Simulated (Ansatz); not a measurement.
A (010) slab of TiSi2 (Cmcm (No. 63)), 10 planes, outer planes Ti (top) and Si (bottom), with 12 atoms (Ti4Si8) in a surface cell of A = 12.577 Å², as cut from the bulk:

```xyz
12
Lattice="3.5284 0.0000 0.0000 0.0000 3.5646 0.0000 0.0000 0.0000 26.5297" Properties=species:S:1:pos:R:3 pbc="T T T"
Si    0.0000    0.8911    7.5000
Si    1.7642    2.6734    7.5051
Ti    1.7642    0.8911    9.4863
Si    0.0000    2.6734   10.0925
Si    0.0000    0.8911   11.6680
Ti    1.7642    2.6734   12.2742
Si    1.7642    0.8911   14.2554
Si    0.0000    2.6734   14.2605
Ti    0.0000    0.8911   16.2418
Si    1.7642    2.6734   16.8480
Si    1.7642    0.8911   18.4235
Ti    0.0000    2.6734   19.0297
```

Level of theory: Ansatz 0.2.0, DFT r2SCAN, scalar-relativistic, plane waves, PAW. Settings: cutoff 500 eV, Γ-centred mesh 10×10×1 on the computed 12-atom cell, Gaussian smearing of 0.10 eV; no spin polarisation. A dipole correction removes the field between periodic images along c.

Against the same 12 atoms in the bulk, the slab as cut lies 3.541 eV higher and the relaxed slab 3.202 eV higher.

Task: Work out the surface energy before and after relaxation.

Result: The slab has two faces, so γ = (E_slab − N·E_bulk)/(2A), the mean of both. As cut: 3.541/(2 × 12.577) = 0.1408 eV/Å², and 1 eV/Å² = 16.02 J/m², so γ = 2.26 J/m². Relaxed: 3.202/(2 × 12.577) = 0.1273 eV/Å² = 2.04 J/m². Relaxation recovers 10 % of the cost of cutting.

Task: What is the ideal work of this cut, per area?

Result: Griffith's ideal work is 2γ: 4.51 J/m² if the new faces stay rigid, 4.08 J/m² if they relax. Other cuts parallel to this plane can cost less. One thickness was run, 10 planes, so γ can still shift with it.

The reference crystal is a form of TiSi2, which isn't its usual structure.